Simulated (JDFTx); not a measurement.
Runs of JDFTx 1.7.0 (patched build) on GaAs. It takes space group F-43m (No. 216, cubic). Conventional cell: a = 5.654 Å, b = 5.654 Å, c = 5.654 Å, α = 90.00°, β = 90.00°, γ = 90.00°. Around As (site symmetry -43m) lie 4 Ga at 2.45 Å. Ga (site symmetry -43m) is surrounded by 4 As at 2.45 Å. 

| task | level | potentials or basis | cell | k mesh | cutoff (eV) | density cutoff over wavefunction cutoff | max SCF steps | SCF threshold on the energy | solver of the electrons | further solve for the empty bands | mesh quality | gap on the mesh (eV) | pressure (GPa) | V0 of scaled cells (Å³/atom) | relaxed volume (Å³/atom) | B0 (GPa) |
| --- | --- | --- | --- | --- | --- | --- | --- | --- | --- | --- | --- | --- | --- | --- | --- | --- |
| single point | SCAN | SG15-PBE-1.2 | as given | 8 × 8 × 8 | 1088 | 8 | 100 | 1e-09 Ha | scf | yes | not flagged | 0.44 | -0.3 | - | - | - |
| single point | PBE | PseudoDojo-SR-PBE-0.5-standard | as given | 8 × 8 × 8 | 1143 | 8 | 100 | 1e-09 Ha | scf | yes | not flagged | 0.52 | 3.4 | - | - | - |
| equation of state | LDA | PseudoDojo-SR-LDA-0.4.1-standard | as given | 8 × 8 × 8 | 1088 | 8 | 100 | 1e-09 Ha | scf | - | not flagged | - | - | (c) | - | 74 |
| single point | PBEsol | PseudoDojo-SR-PBEsol-0.4.1-standard | as given | 8 × 8 × 8 | 1143 | 8 | 100 | 1e-09 Ha | scf | yes | not flagged | 0.44 | (a) | - | - | - |
| relaxation of cell and atoms | PBE+D3(BJ) | PseudoDojo-SR-PBE-0.5-standard | relaxed | 8 × 8 × 8 | 1143 | 8 | 100 | 1e-09 Ha | scf | no | not flagged | 0.42 | 0.0 | - | 22.88 | - |
| single point | LDA | PseudoDojo-SR-LDA-0.4.1-standard | as given | 8 × 8 × 8 | 1088 | 8 | 100 | 1e-09 Ha | scf | yes | not flagged | 0.28 | (b) | - | - | - |
| equation of state | PBE | PseudoDojo-SR-PBE-0.5-standard | as given | 8 × 8 × 8 | 1143 | 4 | 100 | 1e-08 Ha | scf | - | not flagged | - | - | 23.74 | - | 61 |
| relaxation of cell and atoms | LDA | PseudoDojo-SR-LDA-0.4.1-standard | relaxed | 5 × 5 × 5 | 1088 | 8 | 100 | 1e-10 Ha | scf | no | coarse | 0.49 | 0.0 | - | 21.96 | - |

Alike in all rows: no spin polarisation; smearing fermi-dirac 0.05 eV.

Problem. Fill in the values left out.

Solution. (a) 0.3; (b) -2.1; (c) 21.96.

Caveats: the potentials were made for another functional, which shifts forces and pressure (some runs); the empty levels aren't tightly converged (some runs); an odd mesh through Γ misses points on the zone boundary, where band edges often lie (some runs).

A k mesh can miss the band edges, and the runs leave out spin-orbit coupling on As, Ga.

Not every run made on this cell is shown here.
